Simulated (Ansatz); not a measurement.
## Phases of In at 140 GPa

Structure types of In are relaxed in primitive cells with their symmetry kept at 140 GPa, first on PAW files, then by LAPW. The enthalpy is E + pV at zero temperature, without zero-point motion. Only the types listed were tried, and differences under about 5 meV/atom are mesh noise. Not among the end structures: fcc, which may lie lower.

Computed with Ansatz 0.2.0; functional PBE, scalar-relativistic. Settings: Fermi–Dirac smearing of 0.08 eV, no spin polarisation. Methods: LAPW: all electrons, basis error target 0.5 meV/atom; PAW: frozen-core files, cutoff 420 eV.

k meshes: bcc 18×18×18, hcp 16×16×9, diamond 13×13×13, sc 15×15×15, omega 9×9×12.

Task: Order the types by LAPW enthalpy, lowest first.
A. hcp
B. diamond
C. bcc
D. omega
E. sc

Result: A (0 meV/atom), C (74 meV/atom), D (139 meV/atom), E (828 meV/atom), B (4108 meV/atom).

```csv
start type,ends as,"a, b, c (Å)",V (Å³/atom),"H − H(lowest), LAPW (meV/atom)","same, PAW"
bcc,"bcc, Im-3m","3.034, 3.034, 3.034",13.96,73.8,74.1
hcp,"hcp, P6_3/mmc","2.684, 2.684, 4.457",13.90,0.0,0.0
diamond,"diamond, Fd-3m","5.131, 5.131, 5.131",16.88,4108.4,4101.3
sc,"sc, Pm-3m","2.441, 2.441, 2.441",14.54,828.0,825.2
omega,"omega, P6/mmm","4.333, 4.333, 2.583",14.00,138.9,138.8
```

Task: Split the lead of hcp over bcc into energy and pV.

Result: For bcc less hcp: ΔE = +23.5 meV/atom, and p·ΔV = 140 GPa × +0.0576 Å³ × 6.242 meV/(GPa·Å³) = +50.3 meV/atom, together 73.8 meV/atom. hcp wins on both counts.
